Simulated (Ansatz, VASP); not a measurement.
## One calculation of C, two programs

```xyz
9
Lattice="2.5976 0.0000 0.0000 -1.2988 2.2496 0.0000 0.0000 0.0000 8.6424" Properties=species:S:1:pos:R:3 pbc="T T T"
C     0.6494    1.1248    0.4843
C     1.2988    0.0000    6.2459
C    -0.6494    1.1248    3.3651
C     0.6494    1.1248    5.2773
C     1.2988    0.0000    2.3965
C    -0.6494    1.1248    8.1581
C     0.0000    0.0000    4.3212
C     0.0000    0.0000    1.4404
C     0.0000    0.0000    7.2020
```

Alike in both runs: functional PBE; k mesh 12 × 12 × 4; occupations gaussian, width 0.02 eV; no spin polarisation.

Ansatz relaxed the structure, and its values are those at the end. VASP's run is a single point on that final structure, the one shown.

|  | VASP | Ansatz |
| --- | --- | --- |
| version | VASP 6.6.1 | Ansatz 0.2.0 |
| potentials or method | VASP PAW PBE potentials, release 64 (C) | scalar-relativistic, plane waves, PAW |
| plane-wave cutoff (eV) | 520 | 420 |
| valence electrons in the cell | 36 | 36 |

VASP gave:

| Item | Value |
| --- | --- |
| gap on the k mesh at the Fermi level (eV) | 1.35 |
| least direct gap on the mesh (eV) | 3.30 |
| pressure (GPa) | 0.5 |

Q: What did Ansatz give for the same quantities?

A: gap on the k mesh at the Fermi level (eV): 1.36; least direct gap on the mesh (eV): 3.31; pressure (GPa): 0.0.
